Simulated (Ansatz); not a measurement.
# GaAs (F-43m) in Ansatz: further runs

The runs below take GaAs through single point, relaxation of cell and atoms, with PBE, RPBE.

Program: Ansatz 0.2.0. These are calculated values, not measurements. Logs are shortened: lines on timing, memory, paths and dates and some standing lists are left out, and cuts for length are marked.

**What was measured.**

From “Evidence of valence band perturbations in GaAsN/GaAs(001): A combined variable-angle spectroscopic ellipsometry and modulated photoreflectance investigation”, 2008, arxiv:0805.2212, for a bulk crystal of GaAs at 300 K: band gap 1.412 ± 0.01 eV (direct).

The runs below are set against these values where they give the same quantity.

**1. Starting point**

It takes space group F-43m (No. 216, cubic). Conventional cell: a = 5.654 Å, b = 5.654 Å, c = 5.654 Å, α = 90.00°, β = 90.00°, γ = 90.00°. As (site symmetry -43m) is surrounded by 4 Ga at 2.45 Å. Around Ga (site symmetry -43m) lie 4 As at 2.45 Å.

**2. Single point, PBE**

Input file input.yaml:

```yaml
crystal:
  lattice:
    - [0.0, 2.82685, 2.82685]
    - [2.82685, 0.0, 2.82685]
    - [2.82685, 2.82685, 0.0]
  atoms:
    - { symbol: As, position: [0.75, 0.75, 0.75] }
    - { symbol: Ga, position: [0.0, 0.0, 0.0] }
kpoints:
  mp_grid: { grid: [6, 6, 6] }
scf:
  occupations: { method: fermi_dirac, width: 0.04 }
hamiltonian:
  xc: pbe
  pseudopotentials: { kind: all_electron, lapw: { basis_error: 0.002 } }
output:
  forces: true
  stress: true
  eigenvalues: true
```

Potentials or basis: all-electron LAPW, scalar-relativistic.

Launch:

```bash
$ ansatz run input.yaml --threads 1 --pin off --max-ram 3072MiB --backend cpu --events-out ev --progress --plain --runs-dir out
```

Log:

```text
Warning: RAYON_NUM_THREADS=1 ignored (pool sized by the plan → 1); use --threads N
LAPW: plane waves up to 8.741 Å⁻¹, error target 2.0e-3 eV per atom; small_component_spin mean_spin; Ga in spheres of 1.235 Å, 21 of its electrons in bands, Dirac shells []; As in spheres of 1.213 Å, 23 of its electrons in bands, Dirac shells [] (how accurate: hamiltonian.pseudopotentials.lapw.basis_error, Limitations)
Engine: ansatz 0.2.0, aarch64-unknown-linux-gnu
Pseudopotentials: kind: all_electron
Pseudopotential: As, LAPW, valence charge 23, lapw/all_electron/scalar/gaussian/As, Koelling and Harmon's equation, gaussian nucleus
Pseudopotential: Ga, LAPW, valence charge 21, lapw/all_electron/scalar/gaussian/Ga, Koelling and Harmon's equation, gaussian nucleus
Functional definition: PBE
  parameter kappa = 0.804
  parameter beta = 0.06672455060314922
  exchange = pbe_x(kappa = kappa, mu = beta*pi^2/3)
  correlation = pbe_c(beta = beta)
Crystal: 2 atoms, lattice volume = 45.179 Å³
Basis set: ecut = 291.07916282945405 eV, 531 PW (Γ), exchange–correlation at level 2
Bands: 27, of which v1, the nominal top of the filled ones, is band 22 counted from 1 (21 counted from 0)
Symmetry: 24 space group operations
Space group: F-43m (ITA 216), of the structure as read, at distance tolerance 3.6e-5 Å
k-points: 16 of 216 (time reversal used)
Non-local potential: As, projectors of the file, none
Non-local potential: Ga, projectors of the file, none
Initial density: superposition of atomic densities (chi_scale 0.1, normalization cell, long waves kept (reshape's long-wave potential 0.00 eV rms))
Initial wavefunctions: plane waves of lowest kinetic energy (no species holds an atomic orbital)
Functional: x = pbe(κ = 0.804, μ = 0.2195149727645171), c = pbe(β = 0.06672455060314922)
iter 1 solved again at ethr=1.34e-3 eV; its pass at ethr=1.00e-1 eV (dr2=5.91e-1 eV) is discarded
SCF iter   1: F=—  HF=-114424.591773 eV  |F-HF|=—  |Δ(HF+E_count)|=         —  Δρ=3.09e-2  dr2=5.92e-1  ethr=1.34e-3  ⟨swp⟩=2.0  Hψ=2661  notcnv=0
preconditioner: auto → none  [insulator: Δε(μ)=0.701 eV  Ē_g=15.931 eV  σ=0.040 eV  W_gap=1.00  n_scr=14 (ndim 8)  ℏωp=23.4 eV  f_vac=0.115  D(μ)=0.00/eV (n_scr^D=0)  ε∞_Penn≈3.2]
SCF iter   2: F=—  HF=-114424.446825 eV  |F-HF|=—  |Δ(HF+E_count)|=   1.45e-1  Δρ=1.23e-2  dr2=6.55e-2  ethr=1.34e-3  ⟨swp⟩=2.4  Hψ=1288  notcnv=0
SCF iter   3: F=—  HF=-114424.433742 eV  |F-HF|=—  |Δ(HF+E_count)|=   1.31e-2  Δρ=5.50e-3  dr2=1.30e-2  ethr=1.49e-4  ⟨swp⟩=2.0  Hψ=1280  notcnv=0
iter 4 solved again at ethr=1.07e-6 eV; its pass at ethr=2.94e-5 eV (dr2=4.70e-4 eV) is discarded
SCF iter   4: F=—  HF=-114424.430080 eV  |F-HF|=—  |Δ(HF+E_count)|=         —  Δρ=1.08e-3  dr2=4.69e-4  ethr=1.07e-6  ⟨swp⟩=2.0  Hψ=2136  notcnv=0
the basis was enlarged: its passes take 66.9 KiB over the memory plan, 1 of 1 planned eigensolver slots
SCF iter   5: F=—  HF=-114424.430009 eV  |F-HF|=—  |Δ(HF+E_count)|=   7.10e-5  Δρ=2.19e-4  dr2=1.29e-5  ethr=1.06e-6  ⟨swp⟩=2.8  Hψ=1220  notcnv=0
SCF iter   6: F=—  HF=-114424.430028 eV  |F-HF|=—  |Δ(HF+E_count)|=   1.93e-5  Δρ=8.53e-5  dr2=2.45e-6  ethr=2.94e-8  ⟨swp⟩=3.0  Hψ=1259  notcnv=0
SCF iter   7: F=-114424.430034 eV  HF=-114424.430034 eV  |F-HF|=1.91e-7  |Δ(HF+E_count)|=   5.78e-6  Δρ=1.43e-5  dr2=7.75e-8  ethr=5.58e-9  ⟨swp⟩=3.0  Hψ=1266  notcnv=0
SCF 1 converged in 7 iterations: F = -114424.430034 eV  dr2 = 7.75e-8
SCF converged after 7 iterations
Free energy (F): -114424.430034 eV
Harris-Foulkes:  -114424.430034 eV  (|F-HF|=1.91e-7)
Internal energy: -114424.430019 eV  (E = F + TS)
E sigma→0 (E₀):  -114424.430027 eV
Entropy (-TS):   -0.000015 eV (-0.007 meV/atom)
Fermi energy:    9.642288 eV
--- Per-component energies (eV) ---
  E_band       = -2120.574452
  E_kinetic    = 116839.735095
  E_xc         = -4342.524687
  E_electrostatic = -226921.640428  (all electrons and nuclei)
  E_smearing   = -0.000015  (= −TS)
  E_closure    = 0.000000  (closes the sum)
  E_atoms      = -114416.203472  (free atoms, spherical and without spin; not in F)
  Σ components = -114424.430034   (vs F -114424.430034, Δ=0.00e0)
  Basis errors (estimates in eV, not in F): energy 8.3e-4 per atom: plane waves 7.6e-4 (4.6e-4 summed), levels above the bands 4.3e-96, relativity 1.3e-7, radial functions 7.1e-5, core shells 7.2e-11; eigenvalues (radial functions only) 1.6e-6; not estimated: angular momenta, meshes, grids; target (lapw.basis_error) 2.0e-3; muffin-tin radii Ga 1.235 Å, As 1.213 Å
--- Forces (eV/Å), atoms counted from 1 ---
  atom   1  As    -0.00000000     0.00000000    -0.00000000
  atom   2  Ga     0.00000000    -0.00000000    -0.00000000
  max |Σ_I F_I| component: 2.20e-17 eV/Å
--- Stress (GPa, compression-positive) ---
        3.268772       0.000000      -0.000000
        0.000000       3.268772       0.000000
       -0.000000       0.000000       3.268772
  P = ⅓ Tr σ = 3.2688 GPa (32.688 kbar)
--- Band table (eV; the first three rows and the last of 16) ---
  k-point 0: bands = ["-175.3544", "-134.2591", "-118.7264", "-118.7264", "-118.7264", "-84.9906", "-84.9906", "-84.9906", "-25.7750", "-25.7750", "-25.7750", "-25.7655", "-25.7655", "-5.4269", "-5.4269", "-5.4269", "-5.3488", "-5.3488", "-3.3657", "9.3610", "9.3610", "9.3610", "9.8796", "13.0961", "13.0961", "13.0961", "16.9573"]
  k-point 1: bands = ["-175.3544", "-134.2591", "-118.7264", "-118.7264", "-118.7264", "-84.9906", "-84.9906", "-84.9906", "-25.7749", "-25.7747", "-25.7747", "-25.7654", "-25.7654", "-5.4498", "-5.4209", "-5.4209", "-5.3490", "-5.3490", "-3.0451", "6.6511", "8.9808", "8.9808", "10.9964", "13.6431", "13.6431", "14.0458", "18.3107"]
  k-point 2: bands = ["-175.3544", "-134.2591", "-118.7264", "-118.7264", "-118.7264", "-84.9907", "-84.9906", "-84.9906", "-25.7748", "-25.7743", "-25.7743", "-25.7653", "-25.7653", "-5.4898", "-5.4110", "-5.4110", "-5.3472", "-5.3472", "-2.2179", "3.9862", "8.4350", "8.4350", "10.5797", "14.0622", "14.0622", "16.6129", "18.1305"]
  k-point 15: bands = ["-175.3544", "-134.2591", "-118.7264", "-118.7264", "-118.7264", "-84.9907", "-84.9906", "-84.9906", "-25.7752", "-25.7738", "-25.7732", "-25.7657", "-25.7647", "-5.5303", "-5.3905", "-5.3820", "-5.3633", "-5.3420", "-0.8204", "2.6825", "6.0193", "6.1625", "12.6385", "12.8169", "16.4789", "16.7792", "20.4058"]
```

Wall time 7.3 s (1 thread of Arm Neoverse V2, shared host); peak memory 0.25 GiB.

Results:

| Item | Value |
| --- | --- |
| Free energy | -114424.4300 eV |
| Pressure | 3.3 GPa |
| Band gap on the k mesh | 0.52 eV, direct |

Levels at points of the mesh, in eV from the valence-band top:
| k point | band 20 | band 21 | band 22 | band 23 | band 24 | band 25 |
| --- | --- | --- | --- | --- | --- | --- |
| (0.00, 0.00, 0.00) | 0.00 | 0.00 | 0.00 | 0.52 | 3.74 | 3.74 |
| (0.00, 0.00, -0.50) | -6.63 | -1.14 | -1.14 | 1.00 | 4.64 | 4.64 |
| (0.00, -0.50, -0.50) | -6.81 | -2.68 | -2.68 | 1.47 | 1.66 | 10.18 |

**3. Relaxation of cell and atoms, PBE**

Input file input.yaml:

```yaml
crystal:
  lattice:
    - [0.0, 2.82685, 2.82685]
    - [2.82685, 0.0, 2.82685]
    - [2.82685, 2.82685, 0.0]
  atoms:
    - { symbol: As, position: [0.75, 0.75, 0.75] }
    - { symbol: Ga, position: [0.0, 0.0, 0.0] }
kpoints:
  mp_grid: { grid: [8, 8, 8] }
scf:
  occupations: { method: fermi_dirac, width: 0.05 }
hamiltonian:
  xc: pbe
  pseudopotentials: { kind: all_electron, lapw: { basis_error: 0.001 } }
output:
  forces: true
  stress: true
relax:
  f_tol: 0.01
  max_steps: 60
  cell: {}
```

Potentials or basis: all-electron LAPW, scalar-relativistic.

Launch:

```bash
$ ansatz run input.yaml --threads 1 --pin off --max-ram 3072MiB --backend cpu --events-out ev --progress --plain --runs-dir out
```

Wall time 38 s (1 thread of Arm Neoverse V2, shared host); peak memory 0.31 GiB.

The run converged. Its results:

| Property | Result |
| --- | --- |
| Free energy | -114424.4725 eV |
| Relaxed volume | 23.71 Å³/atom |
| Relaxed cell | a = 4.063 Å, b = 4.063 Å, c = 4.063 Å, α = 60.00°, β = 60.00°, γ = 60.00° |
| Space group after relaxing (to 0.05 Å) | F-43m (No. 216) |
| Energy gained by relaxing | 10.9 meV/atom |
| Ionic steps | 5 |
| Pressure after relaxing | 0.0 GPa |

The path:
| step | energy change (eV) | largest force (eV/Å) | volume (Å³) |
| --- | --- | --- | --- |
| 1 | 0.0000 | 0.0000 | 45.18 |
| 2 | -0.0208 | 0.0000 | 46.94 |
| 3 | -0.0217 | 0.0000 | 47.37 |
| 4 | -0.0217 | 0.0000 | 47.41 |
| 5 | -0.0217 | 0.0000 | 47.41 |

Final structure:
```cif
data_structure
_symmetry_space_group_name_H-M 'P 1'
_symmetry_Int_Tables_number 1
_cell_length_a 4.0626
_cell_length_b 4.0626
_cell_length_c 4.0626
_cell_angle_alpha 60.000
_cell_angle_beta 60.000
_cell_angle_gamma 60.000
_cell_volume 47.41
loop_
_atom_site_label
_atom_site_type_symbol
_atom_site_fract_x
_atom_site_fract_y
_atom_site_fract_z
_atom_site_occupancy
As1 As 0.75000 0.75000 0.75000 1
Ga1 Ga 0.00000 0.00000 0.00000 1
```

PBE usually gives volumes a little too large and moduli too small. Zero-point motion and thermal expansion aren't in these numbers.

**4. Relaxation of cell and atoms, RPBE**

Edit input.yaml of step 3 so:

```diff
@@ -13,3 +13,3 @@
 hamiltonian:
-  xc: pbe
+  xc: rpbe
   pseudopotentials: { kind: all_electron, lapw: { basis_error: 0.001 } }
@@ -19,3 +19,3 @@
 relax:
-  f_tol: 0.01
+  f_tol: 0.005
   max_steps: 60
```

Potentials or basis: all-electron LAPW, scalar-relativistic.

Launch:

```bash
$ ansatz run input.yaml --threads 1 --pin off --max-ram 3072MiB --backend cpu --events-out ev --progress --plain --runs-dir out
```

Log:

```text
Warning: RAYON_NUM_THREADS=1 ignored (pool sized by the plan → 1); use --threads N
The last accepted step is kept in <dir> (removed where the run ends without a failure and the disk answers)
LAPW: plane waves up to 9.457 Å⁻¹, error target 1.0e-3 eV per atom; small_component_spin mean_spin; Ga in spheres of 1.196 Å, 21 of its electrons in bands, Dirac shells []; As in spheres of 1.179 Å, 23 of its electrons in bands, Dirac shells [] (how accurate: hamiltonian.pseudopotentials.lapw.basis_error, Limitations)
[... 4 set-up lines as earlier in the session ...]
Functional definition: RPBE
[... 2 set-up lines as earlier in the session ...]
  exchange = rpbe_x(kappa = kappa, mu = beta*pi^2/3)
[... 1 set-up line as earlier in the session ...]
Crystal: 2 atoms, lattice volume = 45.179 Å³
Basis set: ecut = 340.7256301874987 eV, 645 PW (Γ), exchange–correlation at level 2
Bands: 27, of which v1, the nominal top of the filled ones, is band 22 counted from 1 (21 counted from 0)
[... 2 set-up lines as earlier in the session ...]
k-points: 29 of 512 (time reversal used)
[... 4 set-up lines as earlier in the session ...]
Functional: x = rpbe, c = pbe(β = 0.06672455060314922)
iter 1 solved again at ethr=1.37e-3 eV; its pass at ethr=1.00e-1 eV (dr2=6.05e-1 eV) is discarded
SCF iter   1: F=—  HF=-114436.028965 eV  |F-HF|=—  |Δ(HF+E_count)|=         —  Δρ=3.13e-2  dr2=6.07e-1  ethr=1.37e-3  ⟨swp⟩=2.0  Hψ=4838  notcnv=0
preconditioner: auto → none  [insulator: Δε(μ)=0.789 eV  Ē_g=15.947 eV  σ=0.050 eV  W_gap=1.00  n_scr=14 (ndim 8)  ℏωp=23.4 eV  f_vac=0.115  D(μ)=0.00/eV (n_scr^D=0)  ε∞_Penn≈3.2]
[... 44 lines left out ...]
SCF iter   4: F=-114435.952531 eV  HF=-114435.952531 eV  |F-HF|=4.41e-9  |Δ(HF+E_count)|=   3.67e-8  Δρ=1.48e-6  dr2=8.58e-10  ethr=4.13e-11  ⟨swp⟩=3.0  Hψ=2294  notcnv=0
SCF 4 converged in 4 iterations: F = -114435.952531 eV  dr2 = 8.58e-10
relax step   4: F+E_penalty+E_count = -114435.95253070 eV  Δ(F+E_penalty+E_count) = -6.616e-5 eV  max|allowed force component| = 1.156e-17 eV/Å  Δτ_max = 0.0000 Å  P = +0.004 GPa  Ω = 48.885 Å³  (4 SCF iters, accepted)
iter 1 solved again at ethr=1.95e-12 eV; its pass at ethr=1.00e-1 eV (dr2=8.59e-10 eV) is discarded
SCF iter   1: F=—  HF=-114435.952530 eV  |F-HF|=—  |Δ(HF+E_count)|=         —  Δρ=1.48e-6  dr2=8.60e-10  ethr=3.02e-12 (applied; sched 1.95e-12)  ⟨swp⟩=5.6  Hψ=3845  notcnv=0
preconditioner: auto → none  [insulator: Δε(μ)=0.820 eV  Ē_g=16.001 eV  σ=0.050 eV  W_gap=0.54  n_scr=14 (ndim 8)  ℏωp=22.5 eV  f_vac=0.218  D(μ)=0.06/eV (n_scr^D=0)  ε∞_Penn≈3.0]
SCF iter   2: F=-114435.952530 eV  HF=-114435.952530 eV  |F-HF|=2.69e-9  |Δ(HF+E_count)|=   6.80e-9  Δρ=8.33e-7  dr2=3.19e-10  ethr=3.17e-12 (applied; sched 1.95e-12)  ⟨swp⟩=3.0  Hψ=2289  notcnv=0
SCF 5 converged in 2 iterations: F = -114435.952530 eV  dr2 = 3.19e-10
relax step   5: F+E_penalty+E_count = -114435.95253046 eV  Δ(F+E_penalty+E_count) = +2.457e-7 eV  max|allowed force component| = 1.041e-17 eV/Å  Δτ_max = 0.0000 Å  P = +0.004 GPa  Ω = 48.885 Å³  stress off target by 3.86e-3 GPa  SCF on the basis re-selected at this cell (its energy is not comparable with the rows above)  (2 SCF iters)
basis re-selected at this cell: Δ(F+E_penalty+E_count) = +2.457e-7 eV, ΔP = +0.000 GPa vs the last step (what re-selecting the basis moved, after the strain that the cell walked since its last selection, with what the two solves' SCF thresholds leave and, on support functions, any second-order correction that the steps lacked; it is no measure of the basis error at this ecutwfc). This SCF's stress stands 3.86e-3 GPa from its target on what of the cell is left free (relax.cell.stress_tol is 5.00e-2 GPa) and its largest allowed force component is 1.04e-17 eV/Å (relax.f_tol is 5.00e-3 eV/Å): within both
SCF converged after 2 iterations
Free energy (F): -114435.952530 eV
Harris-Foulkes:  -114435.952530 eV  (|F-HF|=2.69e-9)
Internal energy: -114435.952052 eV  (E = F + TS)
E sigma→0 (E₀):  -114435.952291 eV
Entropy (-TS):   -0.000478 eV (-0.239 meV/atom)
Fermi energy:    8.427859 eV
--- Per-component energies (eV) ---
  E_band       = -2160.501830
  E_kinetic    = 116849.358881
  E_xc         = -4353.399503
  E_electrostatic = -226931.911431  (all electrons and nuclei)
  E_smearing   = -0.000478  (= −TS)
  E_closure    = 0.000000  (closes the sum)
  E_atoms      = -114428.353456  (free atoms, spherical and without spin; not in F)
  Σ components = -114435.952530   (vs F -114435.952530, Δ=0.00e0)
  Basis errors (estimates in eV, not in F): energy 4.0e-4 per atom: plane waves 3.6e-4 (2.1e-4 summed), levels above the bands 1.7e-64, relativity 4.7e-8, radial functions 3.5e-5, core shells 4.1e-11; eigenvalues (radial functions only) 3.6e-7; not estimated: angular momenta, meshes, grids; target (lapw.basis_error) 1.0e-3; muffin-tin radii Ga 1.228 Å, As 1.210 Å
--- Forces (eV/Å), atoms counted from 1 ---
  atom   1  As     0.00000000     0.00000000     0.00000000
  atom   2  Ga     0.00000000    -0.00000000    -0.00000000
  max |Σ_I F_I| component: 6.94e-18 eV/Å
--- Stress (GPa, compression-positive) ---
        0.003861      -0.000000      -0.000000
       -0.000000       0.003861       0.000000
       -0.000000       0.000000       0.003861
  P = ⅓ Tr σ = 0.0039 GPa (0.039 kbar)
--- Relaxed structure (4 steps of the walk, 4 accepted, 1 SCFs on fresh bases) ---
  F+E_penalty+E_count = -114435.95253046 eV   max|allowed force component| = 1.041e-17 eV/Å   (the final SCF, on the basis selected at the relaxed cell)
  cell:  # Å, volume = 48.8845 Å³
    - [-3.752222218364209e-33, 2.9021100168416285, 2.9021100168416285]
    - [2.9021100168416285, 5.063148500463925e-33, 2.9021100168416285]
    - [2.9021100168416285, 2.9021100168416285, 4.072523036409952e-34]
  atoms:
    - { symbol: As, position: [0.7499999999999999, 0.7499999999999999, 0.7499999999999999] }
    - { symbol: Ga, position: [4.201343541534907e-34, -3.2929449379597923e-34, -5.109742145110023e-34] }
```

Wall time 44 s (1 thread of Arm Neoverse V2, shared host); peak memory 0.31 GiB.

Results:

```yaml
Free_energy: -114435.9525 eV
Relaxed_volume: 24.44 Å³/atom
Relaxed_cell: a = 4.104 Å, b = 4.104 Å, c = 4.104 Å, α = 60.00°, β = 60.00°, γ = 60.00°
Space_group_after_relaxing_to_0.05_Å: F-43m (No. 216)
Energy_gained_by_relaxing: 27.9 meV/atom
Ionic_steps: 5
Pressure_after_relaxing: 0.0 GPa
```

Step by step:
| step | energy change (eV) | largest force (eV/Å) | volume (Å³) |
| --- | --- | --- | --- |
| 1 | 0.0000 | 0.0000 | 45.18 |
| 2 | -0.0530 | 0.0000 | 48.01 |
| 3 | -0.0557 | 0.0000 | 48.75 |
| 4 | -0.0558 | 0.0000 | 48.88 |
| 5 | -0.0558 | 0.0000 | 48.88 |

Final structure:
```yaml
crystal:
  lattice:
    - [0.00000, 2.90211, 2.90211]
    - [2.90211, 0.00000, 2.90211]
    - [2.90211, 2.90211, 0.00000]
  atoms:
    - { symbol: As, position: [0.75000, 0.75000, 0.75000] }
    - { symbol: Ga, position: [0.00000, 0.00000, 0.00000] }
```

**5. Overview**

| task | level | cell | k mesh | cutoff (eV) | smearing | basis error allowed | pressure (GPa) | relaxed volume (Å³/atom) |
| --- | --- | --- | --- | --- | --- | --- | --- | --- |
| single point | PBE | as given | 6 × 6 × 6 | 291 | fermi-dirac 0.04 eV | 0.002 eV/atom | 3.3 | - |
| relaxation of cell and atoms | PBE | relaxed | 8 × 8 × 8 | - | fermi-dirac 0.05 eV | 0.001 eV/atom | 0.0 | 23.71 |
| relaxation of cell and atoms | RPBE | relaxed | 8 × 8 × 8 | - | fermi-dirac 0.05 eV | 0.001 eV/atom | 0.0 | 24.44 |

Alike in all rows: potentials or basis all-electron LAPW, scalar-relativistic; no spin polarisation.

Compare energies only between runs with the same functional and basis.

**6. Against experiment**

Step 2. Against the measured gap of GaAs, 1.412 eV (direct; 300 K; “Evidence of valence band perturbations in GaAsN/GaAs(001): A combined variable-angle spectroscopic ellipsometry and modulated photoreflectance investigation”, 2008, arxiv:0805.2212), the calculated 0.52 eV is off by -0.89 eV. 3 values of this kind are on record (1.412 to 1.51 eV); this one was drawn at random among those near their median, those with a stated uncertainty first. Spin-orbit coupling on As, Ga is left out. The value is that of PBE on a finite k mesh, which can miss the band edges, without temperature or zero-point motion. Semilocal functionals fall short of measured gaps as a rule.
